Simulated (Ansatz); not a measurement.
Te2Mo (P6_3/mmc): gap, valleys and masses

```yaml
crystal:
  lattice:
    - [3.49406, 0.00000, 0.00000]
    - [-1.74703, 3.02594, 0.00000]
    - [0.00000, 0.00000, 13.99938]
  atoms:
    - { symbol: Te, position: [0.33333, 0.66667, 0.62104] }
    - { symbol: Te, position: [0.66667, 0.33333, 0.12104] }
    - { symbol: Te, position: [0.33333, 0.66667, 0.87896] }
    - { symbol: Te, position: [0.66667, 0.33333, 0.37896] }
    - { symbol: Mo, position: [0.33333, 0.66667, 0.25000] }
    - { symbol: Mo, position: [0.66667, 0.33333, 0.75000] }
```

Unless marked otherwise, the numbers come from PBEsol, all-electron LAPW in Ansatz 0.2.0, scalar-relativistic. k mesh 6×6×2, fixed occupations, basis error target 1 meV/atom. The cell was relaxed by PAW under this functional.

Extrema are searched on a 10×10×2 mesh and refined by Newton steps; masses come from band slopes 0.005 Å⁻¹ away, 1/m* = (1/ħ²) d²E/dk², negative for holes (the finite step makes the lightest masses up to about 3 % heavy). k is in units of the reciprocal vectors.

(1) Where are the band edges, and is the gap direct?

(2) What are the electron masses at the edge?

(3) What are the hole masses at the edge?

(4) Along the Cartesian direction y the conduction slope is 0.09336 eV·Å one step out. What is it four steps out, and what does that say?

(5) What gap does PAW give in the same cell?

## Answers

(1) The valence maximum lies at Gamma (0.000, 0.000, 0.000) and the conduction minimum at (0.197, 0.197, 0.000), so the Kohn-Sham gap of 0.715 eV is indirect; the least direct gap on the mesh is 1.188 eV. A further valence extremum at K (0.333, 0.333, 0.000) lies 0.025 eV from the edge (2 equivalent points).

(2) The principal masses are 0.36, 0.428, 0.682 mₑ. One valley has a density-of-states mass (m₁m₂m₃)^(1/3) = 0.472; 6 valleys give N^(2/3) times that, 1.56; the direction-averaged conductivity mass 3/Σ(1/mᵢ) is 0.456 mₑ.

(3) The principal masses are 1.33, 1.33, 2.46 mₑ. One valley has a density-of-states mass (m₁m₂m₃)^(1/3) = 1.63; the direction-averaged conductivity mass 3/Σ(1/mᵢ) is 1.57 mₑ.

(4) 0.3718 eV·Å, 3.983 times the first; a parabola would give 4, so the band is nearly parabolic here.

(5) 0.715 eV, 0 meV from the LAPW value.

Caveats: no spin-orbit coupling on heavy atoms; semilocal gaps are low, and what follows the gap (onsets, screening, light masses) shifts with it; no dispersion correction, so the spacing and stiffness between layers or molecules are poor; the k mesh misses the point K, so gaps read on it can be too wide; the frozen-core PAW files of the compared runs were fitted under PBE, their cores solved anew for this functional.
